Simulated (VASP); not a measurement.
# CuO (F-43m) in VASP: settings compared

One crystal, CuO, is run at these levels: r2SCAN+U, PBE; tasks: single point, optical spectrum, density of states, electric field gradients.

All numbers are computed with VASP 6.6.1; they aren't measurements. Logs are shortened: lines on timing, memory, paths and dates and some standing lists are left out, and cuts for length are marked.

## 1. The structure

Symmetry: F-43m, No. 216, cubic system. Conventional cell: a = 4.655 Å, b = 4.655 Å, c = 4.655 Å, α = 90.00°, β = 90.00°, γ = 90.00°. Cu (site symmetry -43m) has 4 O at 2.02 Å as nearest neighbours. O (site symmetry -43m) is surrounded by 4 Cu at 2.02 Å.

Measurements of this composition are mostly on another form, of space group No. 15.

## 2. Single point, r2SCAN+U, collinear spin, random start

Contents of INCAR:

```
SYSTEM = CuO
PREC = Accurate
ENCUT = 520
EDIFF = 1E-7
ISMEAR = 0
SIGMA = 0.05
LREAL = .FALSE.
LASPH = .TRUE.
NELM = 80
ALGO = Normal
ISIF = 2
LWAVE = .FALSE.
LCHARG = .FALSE.
ISPIN = 2
MAGMOM = -0.34 0
LORBIT = 11
LMAXMIX = 4
LDAU = .TRUE.
LDAUTYPE = 2
LDAUL = 2 -1
LDAUU = 6 0
LDAUJ = 0 0
LDAUPRINT = 1
METAGGA = R2SCAN
LMIXTAU = .TRUE.
NBANDS = 20
```

Contents of KPOINTS:

```
Automatic mesh
0
G
  7 7 7
  0 0 0
```

Contents of POSCAR:

```
CuO
1.0
    0.0000000000      2.3272527300      2.3272527300
    2.3272527300      0.0000000000      2.3272527300
    2.3272527300      2.3272527300      0.0000000000
Cu O
1 1
Direct
    0.0000000000      0.0000000000      0.0000000000
    0.2500000000      0.2500000000      0.2500000000
```

Potentials or basis: VASP PAW PBE potentials, release 64 (Cu, O).

On the command line:

```sh
cat potpaw_PBE.64/Cu/POTCAR potpaw_PBE.64/O/POTCAR > POTCAR
mpirun -np 1 vasp_std > vasp.out
```

OUTCAR:

```text
SYSTEM = CuO
   PREC = Accurate
   ENCUT = 520
   EDIFF = 1E-7
   ISMEAR = 0
   LREAL = .FALSE.
   LASPH = .TRUE.
   NELM = 80
   ISIF = 2
   ISPIN = 2
   LORBIT = 11
   METAGGA = R2SCAN

 ion  position               nearest neighbor table
   1  0.000  0.000  0.000-   2 2.02   2 2.02   2 2.02   2 2.02
   2  0.250  0.250  0.250-   1 2.02   1 2.02   1 2.02   1 2.02

  LATTYP: Found a face centered cubic cell.
 ALAT       =     4.6545054600

  Lattice vectors:

 A1 = (   0.0000000000,   2.3272527300,   2.3272527300)
 A2 = (   2.3272527300,   0.0000000000,   2.3272527300)
 A3 = (   2.3272527300,   2.3272527300,   0.0000000000)

Analysis of symmetry for initial positions (statically):
=====================================================================
 Subroutine PRICEL returns:
 Original cell was already a primitive cell.

 Routine SETGRP: Setting up the symmetry group for a
 face centered cubic supercell.

 Subroutine GETGRP returns: Found 24 space group operations
 (whereof 24 operations were pure point group operations)
 out of a pool of 48 trial point group operations.

The static configuration has the point symmetry T_d .

Analysis of symmetry for dynamics (positions and initial velocities):
=====================================================================
 Subroutine PRICEL returns:
 Original cell was already a primitive cell.

 Routine SETGRP: Setting up the symmetry group for a
 face centered cubic supercell.

 Subroutine GETGRP returns: Found 24 space group operations
 (whereof 24 operations were pure point group operations)
 out of a pool of 48 trial point group operations.

The dynamic configuration has the point symmetry T_d .

Analysis of structural, dynamic, and magnetic symmetry:
=====================================================================
 Subroutine PRICEL returns:
 Original cell was already a primitive cell.

 Routine SETGRP: Setting up the symmetry group for a
 face centered cubic supercell.

 Subroutine GETGRP returns: Found 24 space group operations
 (whereof 24 operations were pure point group operations)
 out of a pool of 48 trial point group operations.

The overall configuration has the point symmetry T_d .

 Subroutine INISYM returns: Found 24 space group operations
 (whereof 24 operations are pure point group operations),
 and found     1 'primitive' translations

----------------------------------------------------------------------------------------

                                     Primitive cell

  volume of cell :      25.2093

  direct lattice vectors                    reciprocal lattice vectors
     0.000000000  2.327252730  2.327252730    -0.214845596  0.214845596  0.214845596
     2.327252730  0.000000000  2.327252730     0.214845596 -0.214845596  0.214845596
     2.327252730  2.327252730  0.000000000     0.214845596  0.214845596 -0.214845596

  length of vectors
     3.291232374  3.291232374  3.291232374     0.372123488  0.372123488  0.372123488

  position of ions in fractional coordinates (direct lattice)
     0.000000000  0.000000000  0.000000000
     0.250000000  0.250000000  0.250000000

  ion indices of the primitive-cell ions
   primitive index   ion index
                 1           1
                 2           2

----------------------------------------------------------------------------------------

 KPOINTS: Automatic mesh

Automatic generation of k-mesh.
 Grid dimensions read from file:
 generate k-points for:    7    7    7

 Generating k-lattice:

  Cartesian coordinates                     Fractional coordinates (reciprocal lattice)
[... 77 lines left out ...]
  Fermi-wavevector in a.u.,A,eV,Ry     =   1.435614  2.712916 28.041426  2.060987
  Thomas-Fermi vector in A             =   2.554893
   LORBIT       =     11    0 simple, 1 ext, 2 COOP (PROOUT), +10 PAW based schemes
 LDA+U is selected, type is set to LDAUTYPE =  2
   angular momentum for each species LDAUL =     2   -1
   U (eV)           for each species LDAUU =   6.0  0.0
   J (eV)           for each species LDAUJ =   0.0  0.0
   METAGGA = R2SCAN    functional components
   LHFCALC =     F    Hartree Fock is set to
   AEXX    =    0.0000 exact exchange contribution
   IVDW    =     0    specifies the selected vdW correction
   LEPSILON=     F    determine dielectric tensor
   LRPA    =     F    only Hartree local field effects (RPA)
 spin polarized calculation
 Gauss-broadening in eV      SIGMA  =   0.05
  energy-cutoff  :      520.00
  volume of cell :       25.21
 maximum number of plane-waves:       688
   NGX = 13   NGY = 13   NGZ = 13

 number of electron      16.9999985 magnetization      -1.0998578

 Free energy of the ion-electron system (eV)
  ---------------------------------------------------
  ext. energy  EPLUGINS =         0.00000000
  ---------------------------------------------------
  free energy    TOTEN  =       -21.46006850 eV

  energy without entropy =      -21.45564282  energy(sigma->0) =      -21.45785566

atom =   1  type =  1  l = 2

 onsite density matrix

spin component  1

  0.8234  0.0000 -0.0000 -0.0000  0.0000
  0.0000  0.8234 -0.0000 -0.0000 -0.0000
 -0.0000 -0.0000  0.9593  0.0000  0.0000
 -0.0000 -0.0000  0.0000  0.8234  0.0000
  0.0000 -0.0000  0.0000  0.0000  0.9593

spin component  2

  0.9866 -0.0000  0.0000 -0.0000 -0.0000
 -0.0000  0.9866  0.0000  0.0000 -0.0000
  0.0000  0.0000  0.9765  0.0000  0.0000
 -0.0000  0.0000  0.0000  0.9866 -0.0000
 -0.0000 -0.0000  0.0000 -0.0000  0.9765

 occupancies and eigenvectors

  o =  0.8234  v =  0.0000  0.0455 -0.0000  0.9990 -0.0000  0.0000  0.0000  0.0000  0.0000  0.0000      0.0000  0.0000  0.0000  0.0000  0.0000  0.0000  0.0000  0.0000  0.0000  0.0000
  o =  0.8234  v =  1.0000  0.0000  0.0000  0.0000  0.0000  0.0000  0.0000  0.0000  0.0000  0.0000      0.0000  0.0000  0.0000  0.0000  0.0000  0.0000  0.0000  0.0000  0.0000  0.0000
  o =  0.8234  v =  0.0000 -0.9990  0.0000  0.0455 -0.0000  0.0000  0.0000  0.0000  0.0000  0.0000      0.0000  0.0000  0.0000  0.0000  0.0000  0.0000  0.0000  0.0000  0.0000  0.0000
  o =  0.9593  v =  0.0000  0.0000  0.5574  0.0000  0.8302  0.0000  0.0000  0.0000  0.0000  0.0000      0.0000  0.0000  0.0000  0.0000  0.0000  0.0000  0.0000  0.0000  0.0000  0.0000
  o =  0.9593  v =  0.0000 -0.0000 -0.8302  0.0000  0.5574  0.0000  0.0000  0.0000  0.0000  0.0000      0.0000  0.0000  0.0000  0.0000  0.0000  0.0000  0.0000  0.0000  0.0000  0.0000
  o =  0.9765  v =  0.0000  0.0000  0.0000  0.0000  0.0000  0.0000  0.0000 -0.8376 -0.0000  0.5463      0.0000  0.0000  0.0000  0.0000  0.0000  0.0000  0.0000  0.0000  0.0000  0.0000
  o =  0.9765  v =  0.0000  0.0000  0.0000  0.0000  0.0000  0.0000  0.0000 -0.5463 -0.0000 -0.8376      0.0000  0.0000  0.0000  0.0000  0.0000  0.0000  0.0000  0.0000  0.0000  0.0000
  o =  0.9866  v =  0.0000  0.0000  0.0000  0.0000  0.0000  0.0000 -0.7263  0.0000 -0.6873  0.0000      0.0000  0.0000  0.0000  0.0000  0.0000  0.0000  0.0000  0.0000  0.0000  0.0000
  o =  0.9866  v =  0.0000  0.0000  0.0000  0.0000  0.0000  1.0000  0.0000  0.0000  0.0000  0.0000      0.0000  0.0000  0.0000  0.0000  0.0000  0.0000  0.0000  0.0000  0.0000  0.0000
  o =  0.9866  v =  0.0000  0.0000  0.0000  0.0000  0.0000  0.0000 -0.6873 -0.0000  0.7263  0.0000      0.0000  0.0000  0.0000  0.0000  0.0000  0.0000  0.0000  0.0000  0.0000  0.0000

 number of electron      16.9999985 magnetization      -1.0000118

 Free energy of the ion-electron system (eV)
  ---------------------------------------------------
  ext. energy  EPLUGINS =         0.00000000
  ---------------------------------------------------
  free energy    TOTEN  =       -15.77306224 eV

  energy without entropy =      -15.77030007  energy(sigma->0) =      -15.77168115

 E-fermi :   2.2856     XC(G=0): -11.1462

 val. band max:        2.2851624681   @ k =  -0.4286   0.2857   0.1429
 cond. band min:       2.3469812375   @ k =  -0.2857   0.1429   0.0000
 fundamental gap:      0.0618187694
 Fermi energy:         2.2855597539

 spin component 1

 k-point     1 :       0.0000    0.0000    0.0000
  band No.  band energies     occupation
      1     -16.2090      1.00000
      2      -1.9082      1.00000
      3      -1.9081      1.00000
      4      -1.9081      1.00000
      5      -0.7291      1.00000
      6      -0.7291      1.00000
[... 436 lines left out ...]
      6      -0.1223      1.00000
[... 12 lines left out ...]
     19      32.2464      0.00000
     20      34.1599      0.00000
 Fermi energy:         2.2855597539

 spin component 2

 k-point     1 :       0.0000    0.0000    0.0000
  band No.  band energies     occupation
      1     -17.1656      1.00000
      2      -3.3511      1.00000
      3      -3.3510      1.00000
      4      -3.3510      1.00000
      5      -1.2169      1.00000
      6      -1.2169      1.00000
[... 449 lines left out ...]
     19      31.9846      0.00000
     20      33.8234      0.00000

------------------------ aborting loop because EDIFF is reached ----------------------------------------

  FORCE on cell =-STRESS in cart. coord.  units (eV):
  Direction    XX          YY          ZZ          XY          YZ          ZX
  --------------------------------------------------------------------------------------
  -------------------------------------------------------------------------------------
  Total       -2.2799498     -2.2799498     -2.2799498      0.0000000      0.0000000      0.0000000
  in kB     -144.9022816   -144.9022816   -144.9022816      0.0000000      0.0000000      0.0000000
  external PRESSURE =    -144.9022816 kB  Pullay stress =       0.0000000 kB

 VOLUME and BASIS-vectors are now :
 -----------------------------------------------------------------------------
  energy-cutoff  :      520.00
  volume of cell :       25.21
      direct lattice vectors                 reciprocal lattice vectors
     0.000000000  2.327252730  2.327252730    -0.214845596  0.214845596  0.214845596
     2.327252730  0.000000000  2.327252730     0.214845596 -0.214845596  0.214845596
     2.327252730  2.327252730  0.000000000     0.214845596  0.214845596 -0.214845596

 POSITION                                       TOTAL-FORCE (eV/Angst)
 -----------------------------------------------------------------------------------
      0.00000      0.00000      0.00000        -0.000000     -0.000000     -0.000000
      1.16363      1.16363      1.16363         0.000000      0.000000      0.000000
 -----------------------------------------------------------------------------------
    total drift:                                0.000034      0.000034      0.000033

  FREE ENERGIE OF THE ION-ELECTRON SYSTEM (eV)
  ---------------------------------------------------
  free  energy   TOTEN  =       -15.7730622434 eV

  energy  without entropy=      -15.7703000659  energy(sigma->0) =      -15.77168115

 total charge

# of ion       s       p       d       tot
------------------------------------------
    1        0.307   0.321   9.281   9.909
    2        1.568   3.346   0.000   4.914
--------------------------------------------------
tot          1.875   3.667   9.281  14.823

 magnetization (x)

# of ion       s       p       d       tot
------------------------------------------
    1        0.019  -0.007  -0.525  -0.513
    2       -0.010  -0.449   0.000  -0.459
--------------------------------------------------
tot          0.008  -0.456  -0.525  -0.973
```

Run time: 26 s. Hardware: 1 thread of Intel Xeon 6975P-C (Granite Rapids), shared host; peak memory 0.17 GiB.

What came out:

```yaml
Free_energy: -15.7731 eV
Pressure: -14.5 GPa
Band_gap_on_the_k_mesh: none (metal or under the smearing width)
Net_moment: -1.00 μB per cell
Site_moments: Cu -0.51; O -0.46 μB
Valence_electrons_inside_the_program's_atomic_spheres: Cu 9.91; O 4.91
```

Eigenvalues of the final occupation matrices:
```csv
site,spin,trace,eigenvalues
site 1 d,1,4.39,0.82 0.82 0.82 0.96 0.96
site 1 d,2,4.91,0.98 0.98 0.99 0.99 0.99
```

Caveat: the PAW data sets were made with another functional, which shifts forces and pressure a little; a cell with one magnetic atom can't hold antiferromagnetic order, which such compounds often take.

[end of part 1 of 3]
